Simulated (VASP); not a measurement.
# Settings for NaH: band structure

NaH, Fm-3m (no. 225), 2 atoms in the cell. TB-mBJ; PAW potentials Na_pv, H (PBE set). VASP 6.6.1.

Wanted: band energies at the path's corners within 0.006 eV; smallest gap over path and mesh within 0.003 eV.

What the run is for: bands; Accuracy asked: tight; Route: KPOINTS_OPT.

Band energies at the path's corners: counted from the valence top.

POSCAR:
```
NaH
1.0
    0.0000000000      2.4400000000      2.4400000000
    2.4400000000      0.0000000000      2.4400000000
    2.4400000000      2.4400000000      0.0000000000
Na H
1 1
Direct
    0.0000000000      0.0000000000      0.0000000000
    0.5000000000      0.5000000000      0.5000000000
```

The series start from Plane-wave cutoff (eV): 300; k-point mesh: 6 × 6 × 6; k points a path segment: 12; Electronic threshold (eV): 1e-6; Precision mode (PREC): Accurate; Bands in all (NBANDS): 16; Aspherical gradient terms in the spheres (LASPH): yes. Each series keeps the choices made before it, and each single choice may use up half of a tolerance. Times cover all steps of a run.

## Plane-wave cutoff (eV)

| Plane-wave cutoff (eV) | Band energies at the path's corners, largest deviation (eV) | Smallest gap over path and mesh (eV) | Time (s) |
|---|---|---|---|
| 210 | 0.5695 | 7.0137 | 23 |
| 260 | 0.2215 | 6.7046 | 29 |
| 300 | 0.1681 | 6.6603 | 30 |
| 340 | 0.0298 | 6.5454 | 32 |
| 420 | 0.0214 | 6.5434 | 36 |
| 520 (reference) | 0.0000 | 6.5240 | 66 |

Chosen: 520; the next looser run is off by more than half of the tolerance, so convergence isn't shown beyond this value.

## k-point mesh

| k-point mesh | Band energies at the path's corners, largest deviation (eV) | Smallest gap over path and mesh (eV) | Time (s) |
|---|---|---|---|
| 3 × 3 × 3 | 0.0362 | 6.4909 | 67 |
| 4 × 4 × 4 | 0.0017 | 6.5254 | 68 |
| 5 × 5 × 5 | 0.0001 | 6.5240 | 70 |
| 6 × 6 × 6 | 0.0001 | 6.5240 | 66 |
| 8 × 8 × 8 | 0.0001 | 6.5240 | 100 |
| 10 × 10 × 10 (reference) | 0.0000 | 6.5240 | 113 |

Chosen: 4 × 4 × 4, the loosest value from which every tighter one stays within half of the tolerance.

## Electronic threshold (eV)

| Electronic threshold (eV) | Band energies at the path's corners, largest deviation (eV) | Smallest gap over path and mesh (eV) | Time (s) |
|---|---|---|---|
| 0.001 | 0.0309 | 6.5159 | 25 |
| 0.0001 | 0.0001 | 6.5255 | 40 |
| 1e-5 | 0.0000 | 6.5254 | 36 |
| 1e-6 | 0.0000 | 6.5254 | 42 |
| 1e-7 (reference) | 0.0000 | 6.5254 | 46 |

Chosen: 0.0001.

## Precision mode (PREC)

| Precision mode (PREC) | Band energies at the path's corners, largest deviation (eV) | Smallest gap over path and mesh (eV) | Time (s) |
|---|---|---|---|
| SingleN | 0.5791 | 7.0971 | 16 |
| Normal | 0.1576 | 6.6584 | 22 |
| Accurate (reference) | 0.0000 | 6.5255 | 40 |

Chosen: Accurate; the one before it in the list is off by more than half of the tolerance.

## Bands in all (NBANDS)

| Bands in all (NBANDS) | Band energies at the path's corners, largest deviation (eV) | Smallest gap over path and mesh (eV) | Time (s) |
|---|---|---|---|
| 6 | 0.0015 | 6.5251 | 17 |
| 7 | 0.0002 | 6.5254 | 25 |
| 8 | 0.0001 | 6.5254 | 22 |
| 10 | 0.0001 | 6.5253 | 23 |
| 16 | 0.0001 | 6.5255 | 40 |
| 26 (reference) | 0.0000 | 6.5255 | 45 |

Chosen: 6.

## Aspherical gradient terms in the spheres (LASPH)

| Aspherical gradient terms in the spheres (LASPH) | Band energies at the path's corners, largest deviation (eV) | Smallest gap over path and mesh (eV) | Time (s) |
|---|---|---|---|
| yes | 0.0000 | 6.5251 | 17 |
| no | 0.0000 | 6.5251 | 14 |

Chosen: yes; no other choice that stays within half of the tolerance saves 30 % of the time.

Also changed on the way, by series that aren't shown: k points a path segment: 5.

## All choices together

| Input | Band energies at the path's corners, largest deviation (eV) | Smallest gap over path and mesh (eV) | Time (s) |
|---|---|---|---|
| the program's defaults (naive) | 0.3694 | 6.7375 | 9.1 |
| chosen settings | 0.0025 | 6.5251 | 17 |
| reference settings throughout | 0.0000 | 6.5240 | 265 |

The chosen settings stay within the tolerance of the reference run, but the reference itself isn't shown to be converged in: Plane-wave cutoff (eV).

## The input

INCAR.step1:
```
  ISMEAR = 0
  SIGMA = 0.03
  LWAVE = True
  LCHARG = False
  NBANDS = 6
  PREC = Accurate
  LASPH = True
  LREAL = False
  ALGO = Normal
  EDIFF = 1E-4
  NELM = 120
  GGA_COMPAT = False
  ENCUT = 520
  EFERMI = MIDGAP
  GGA = PE
```

INCAR.step2, as INCAR.step1 but for:
```
- LWAVE = True
- GGA = PE
+ METAGGA = MBJ
+ LWAVE = False
+ LMIXTAU = True
+ ISTART = 1
```

KPOINTS:
```
Automatic mesh
0
Gamma
  4 4 4
  0 0 0
```

KPOINTS_OPT:
```
path GXWKGLUWLK,UX
5
line-mode
reciprocal
 0.0000000000  0.0000000000  0.0000000000  G
 0.5000000000  0.0000000000  0.5000000000  X

 0.5000000000  0.0000000000  0.5000000000  X
 0.5000000000  0.2500000000  0.7500000000  W

 0.5000000000  0.2500000000  0.7500000000  W
 0.3750000000  0.3750000000  0.7500000000  K

 0.3750000000  0.3750000000  0.7500000000  K
 0.0000000000  0.0000000000  0.0000000000  G

 0.0000000000  0.0000000000  0.0000000000  G
 0.5000000000  0.5000000000  0.5000000000  L

 0.5000000000  0.5000000000  0.5000000000  L
 0.6250000000  0.2500000000  0.6250000000  U

 0.6250000000  0.2500000000  0.6250000000  U
 0.5000000000  0.2500000000  0.7500000000  W

 0.5000000000  0.2500000000  0.7500000000  W
 0.5000000000  0.5000000000  0.5000000000  L

 0.5000000000  0.5000000000  0.5000000000  L
 0.3750000000  0.3750000000  0.7500000000  K

 0.6250000000  0.2500000000  0.6250000000  U
 0.5000000000  0.0000000000  0.5000000000  X
```

Commands (each step's output is kept before the next begins):
```
cat potpaw_PBE.64/Na_pv/POTCAR potpaw_PBE.64/H/POTCAR > POTCAR
cp INCAR.step1 INCAR
mpirun -np 1 vasp_std > vasp.out
cp INCAR.step2 INCAR
mpirun -np 1 vasp_std > vasp.out
```

The chosen input took VASP 6.6.1 17 s on 1 core (Intel Xeon 6975P-C (Granite Rapids)), a shared host.

## An input that fails: tetrahedra on too few k points

VASP's message: IBZKPT: tetrahedron method fails for NKPT<4. NKPT = 1.

k mesh: 6 × 6 × 6 becomes 1 × 1 × 1.

Changes against the starting input:
```
- ISMEAR = 0
- NELM = 120
+ ISMEAR = -5
+ NELM = 67
```
